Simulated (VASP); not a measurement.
Input of a VASP 6.6.1 run:

The input INCAR:

```
SYSTEM = Rh
ALGO = Normal
DIPOL = 0.5 0.5 0.500
EDIFF = 1E-7
ENCUT = 520
GGA = PE
IDIPOL = 3
ISIF = 2
ISMEAR = -1
LASPH = .True.
LCHARG = .False.
LDIPOL = .True.
LREAL = .False.
LWAVE = .False.
NBANDS = 54
NELM = 100
PREC = Accurate
SIGMA = 0.05
```

Contents of KPOINTS:

```
k-points
0
Gamma
  11 11 1
  0 0 0
```

POSCAR

```
Rh
1.0
    2.6891977995      0.0000000000      0.0000000000
   -1.3445988998      2.3289136102      0.0000000000
    0.0000000000      0.0000000000     25.9786040438
Rh
6
Direct
    0.6666666667      0.3333333333      0.2886991151
    0.3333333333      0.6666666667      0.3732194691
    0.0000000000      0.0000000000      0.4577398230
    0.6666666667      0.3333333333      0.5422601770
    0.3333333333      0.6666666667      0.6267805309
    0.0000000000      0.0000000000      0.7113008849
```

Potentials or basis: VASP PAW PBE potentials, release 64 (Rh_pv).

Run with:

```console
$ cat potpaw_PBE.64/Rh_pv/POTCAR > POTCAR
$ mpirun -np 1 vasp_std > vasp.out
```

Problem. What does it give for the largest force?

Solution. 0.233 eV/Å.

Problem. Estimate the band gap on the k mesh.

Solution. None (metal or under the smearing width).

Forces on the atoms (eV/Å):
```
Rh   0.000  0.000  0.093
Rh   0.000  0.000 -0.156
Rh   0.000  0.000 -0.233
Rh   0.000  0.000  0.233
Rh   0.000  0.000  0.156
Rh   0.000  0.000 -0.093
```
